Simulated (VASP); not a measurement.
A run of VASP 6.6.1 is set up as follows.

File INCAR:

```
SYSTEM = GaAs
PREC = Accurate
ENCUT = 600
EDIFF = 1E-6
ISMEAR = -1
SIGMA = 0.05
LREAL = .FALSE.
LASPH = .TRUE.
NELM = 100
ALGO = Normal
ISIF = 3
LWAVE = .FALSE.
LCHARG = .FALSE.
GGA = MK
LUSE_VDW = .TRUE.
AGGAC = 0.0
PARAM1 = 0.1234
PARAM2 = 1.0
IBRION = 2
NSW = 60
EDIFFG = -0.01
```

KPOINTS

```
Automatic mesh
0
G
  8 8 8
  0 0 0
```

File POSCAR:

```
GaAs
1.0
    0.0000000000      2.8268500000      2.8268500000
    2.8268500000      0.0000000000      2.8268500000
    2.8268500000      2.8268500000      0.0000000000
As Ga
1 1
Direct
    0.7500000000      0.7500000000      0.7500000000
    0.0000000000      0.0000000000      0.0000000000
```

Potentials or basis: VASP PAW PBE potentials, release 64 (As, Ga_d).

Run with:

```console
$ cat potpaw_PBE.64/As/POTCAR potpaw_PBE.64/Ga_d/POTCAR > POTCAR
$ mpirun -np 1 vasp_std > vasp.out
```

(1) Estimate the space group after relaxing (to 0.05 Å).

(2) What does it give for the relaxed volume?

(3) Predict the band gap on the k mesh.

(4) Estimate the relaxed cell.

## Answers

(1) F-43m (No. 216).

(2) 23.22 Å³/atom.

(3) 0.23 eV, direct.

(4) a = 4.035 Å, b = 4.035 Å, c = 4.035 Å, α = 60.00°, β = 60.00°, γ = 60.00°.

Caveat: the PAW data sets were made with another functional, which shifts forces and pressure a little.
